The row at 28.872 Å³ per atom looks wrong. Its cell is the unstrained one, supplied by another functional, r2SCAN, and the other six rows are the same crystal uniformly squeezed or swollen. It also has the lowest total energy of the seven. A crystal in its undisturbed cell should carry no pressure, yet PBE finds 1.41 GPa in it.

Ansatz 0.2.0, PBE with PAW potentials, for CdSe (space group F-43m, two-atom cell) at fixed atoms in the r2SCAN cell and uniformly strained copies of it. The plane-wave cutoff is 420 eV, the k mesh 8×8×8 and the Fermi–Dirac smearing width 0.02 eV, without spin polarisation. Pressure is positive in compression.

```
volume (Å³/atom)  shortest distance (Å)  pressure (GPa)
          27.819                  2.624           3.480
          27.862                  2.625           3.390
          28.210                  2.636           2.660
          28.441                  2.643           2.210
          28.449                  2.644           2.190
          28.872                  2.657           1.410
          32.495                  2.764          -3.230
```

Pressure is the downhill slope of the energy, $P=-dE/dV$, where $E$ is the energy and $V$ the volume. A positive value means that the crystal would still lower its energy by expanding. The row with the lowest energy is therefore only the lowest point that was sampled, and the true PBE minimum lies at a larger volume. In the row at 32.495 Å³ the sign has changed: at −3.23 GPa the crystal is under tension and pulls inwards. Somewhere in the wide gap between these two rows PBE has its own resting volume.

Such a pressure could also be an artefact of the plane-wave basis, which changes with the size of the cell. An artefact of that kind would make the pressure disagree with the slope of the energies. Over the six compressed rows the total energy falls by 0.0316 eV per two-atom cell, and the pressure summed over the same expansion gives 0.0317 eV. The two agree to the last printed digit or so, which ties the 1.41 GPa to the PBE energy curve at these settings, in a cell that was not made for it.

The likely reason, which these runs do not test, lies in how a functional weighs bonds against separated atoms. PBE lowers the energy where the electron density varies steeply, and stretching a solid creates more of such regions. This correction is known to make many semiconductors slightly too large. r2SCAN also uses the kinetic energy density, which helps it to tell a bond from an atomic tail, and it usually gives shorter bonds. Part of the difference here may come from the weak attraction between the filled cadmium 4d shell and selenium, which r2SCAN captures better, but that is a guess.

How far is PBE's resting volume from the r2SCAN cell? The obvious tool is a straight line of pressure against volume. A least-squares line through the six compressed rows has a typical miss of only 0.02 GPa and reaches zero pressure at 29.57 Å³. On a plot it would look beyond reproach.

The stretched row, which was kept out of the fit, shows what the line is worth. There it predicts −5.80 GPa, whereas the calculation gives −3.23 GPa. The predicted tension is about 80 per cent too strong. The good fit only showed that a short piece of a curve looks straight.

A trace of the trouble is visible before the stretched row is consulted. The line runs above the computed pressures in the middle of the compressed range and below them at both ends. Random errors would scatter, but a bow of this kind is the mark of a curve forced into a line. The quality of a fit should therefore be judged by the order of its misses as well as by their size.

What bends the curve is best seen in the bulk modulus, $B=-V\,dP/dV$, the pressure needed per fractional change of volume. Between 27.819 and 28.210 Å³ it averages 59 GPa. Between the last two compressed rows it is 53 GPa, and from the unstrained cell to the stretched one only 39 GPa. The crystal grows softer as it expands.

One might still blame the volume scale, since a given number of cubic ångströms is a smaller fraction of a larger cell. A constant bulk modulus allows for exactly this, because the pressure is then a straight line in the logarithm of the volume. Fitted to the same six rows, that law predicts −5.24 GPa for the stretched row. This removes only about a fifth of the error. Most of the failure comes from treating the stiffness as a constant.

A simple model of the forces, untested here, gives a reason for the softening. Two forces balance in the crystal: an attraction from bonding and ionic charges, which changes slowly with distance, and a short-range repulsion between overlapping electron clouds, which dies off steeply. Stiffness measures how quickly this balance is upset when the atoms move, and it comes from the steep repulsion, while the attraction takes a smaller part away again. When the bonds lengthen, the repulsion fades first and takes much of the stiffness with it.

A diatomic molecule is the simplest system that behaves in this way. Pushing its atoms together soon meets a wall, while pulling them apart meets a resistance that grows ever more slowly, reaches a maximum and then fades. A straight line drawn through the push side would badly overrate the pull. The likeness covers the shape of the force curve and no more, because an atom in CdSe has four nearest neighbours and feels the charges of many distant ions as well.

One way to turn this into a formula is a measure of strain that builds in the softening. The Eulerian strain does so:

$$f=\tfrac12\left[\left(\frac{V_0}{V}\right)^{2/3}-1\right],$$

where $V_0$ is the volume at zero pressure. It compares the change in length with the present size of the crystal instead of its resting size. The same added volume therefore counts for less and less as the crystal expands.

The energy is now taken as a plain spring in this strain, $E=\tfrac92 B_0V_0f^2$, measured from the minimum, with $B_0$ the bulk modulus at zero pressure. Since $df/dV=-\tfrac{1}{3V}(V_0/V)^{2/3}$, the slope of the energy gives

$$P=3B_0f\left(\frac{V_0}{V}\right)^{5/3}=\tfrac32B_0\left[\left(\frac{V_0}{V}\right)^{7/3}-\left(\frac{V_0}{V}\right)^{5/3}\right].$$

This is the second-order Birch–Murnaghan equation. It has two constants, just as the straight line has, so any gain comes from its shape and not from added freedom. What the shape carries is an assumed rate of softening, and another two-constant law with the same rate is expected to do about as well.

A least-squares fit to the six compressed rows, with $V_0$ found by a search on a grid, gives $V_0=29.71$ Å³ per atom and $B_0=46.38$ GPa. The stretched row again took no part, so it can serve as a test. For it, $V_0/V=29.71/32.495=0.9143$. The two powers of this ratio nearly cancel, which is why extra digits are carried here:

$$P=\tfrac32\times46.38\times(0.81134-0.86128)=69.57\times(-0.04994)=-3.47\ \text{GPa}.$$

The computed value is −3.23 GPa, so the predicted tension is about 8 per cent too strong. The straight line missed by ten times as much. The remaining error has the same sign as before, which means that the real PBE crystal softens slightly faster than the formula allows. The formula fixes the rate of softening near zero pressure at 4 GPa of stiffness for each GPa of pressure released, and a better description would have to leave that rate free. The compressed rows already hint at a higher one: the mean modulus drops from 58.75 to 52.85 GPa while the mean pressure falls from 3.07 to 1.80 GPa, a rate nearer 4.5 than 4. With faster softening, the true resting volume is expected to lie a little above 29.71 Å³ and the true $B_0$ somewhat below 46.38 GPa.

With this curve in hand, the odd behaviour of the straight line becomes clear. At the resting volume its error is still modest: it crosses zero 0.14 Å³ too early, which at its slope of 1.98 GPa per Å³ amounts to about 0.3 GPa. The stretched row lies about three times as far from the middle of the compressed range, and there the error is 2.6 GPa, about nine times as large. A neglected curvature acts in this way, its effect growing roughly with the square of the distance. The close match to nine is partly chance, since the curvature itself weakens on expansion and the resting volume comes from a fit. A line can thus be tolerable for a short step and useless for a long one.

The resting volume can also be enclosed without any formula, provided only that the crystal keeps softening throughout the gap. A line through the last two compressed rows keeps the stiffness too high and reaches zero too early, at 29.64 Å³. A line from the unstrained row to the stretched one cuts across the inside of the bend and reaches zero too late, at 29.97 Å³. The Birch–Murnaghan value of 29.71 Å³ lies between these limits. The line fitted to all six compressed rows, with its 29.57 Å³, falls outside them.

The total energies show which way the curve bends inside the gap, where no pressure was computed. Had the pressure followed the straight connection between the two rows, the energy would have risen by 0.041 eV per cell from the unstrained row to the stretched one. The calculation gives 0.053 eV, so the crystal must on average be under more tension than that connection implies. The energy fixes only this average, but a smoothly bending curve must then hang below the connection and meet zero at a smaller volume. The Birch–Murnaghan form gives 0.058 eV, again somewhat too much, in keeping with its excess tension at the far end.

PBE's resting volume is thus about 3 per cent larger than the r2SCAN cell, which makes the bonds about 1 per cent longer. That sounds harmless, but in a crystal with a stiffness near 50 GPa it is enough to produce the 1.41 GPa of the opening row. An elastic constant or a surface stress computed with PBE in the borrowed cell would start from that load. The table compares PBE with a cell from another functional and not with a measured one, so it shows a mismatch between the two without deciding which is closer to nature.

The same reasoning gives a quick estimate for a borrowed cubic cell with a small leftover pressure: divide the leftover pressure by the stiffness, after lowering the stiffness for the softening still to come. Here the last two compressed rows give 53 GPa at a mean pressure of 1.8 GPa. On the way to zero the mean pressure is about 0.7 GPa, and at 4 GPa of stiffness per GPa released the modulus drops to roughly 49 GPa. The expansion is then $1.41/49\approx0.029$, or about 3 per cent. The step is safe because it is short; for a crystal pulled as far as the stretched row, the whole curve is needed.
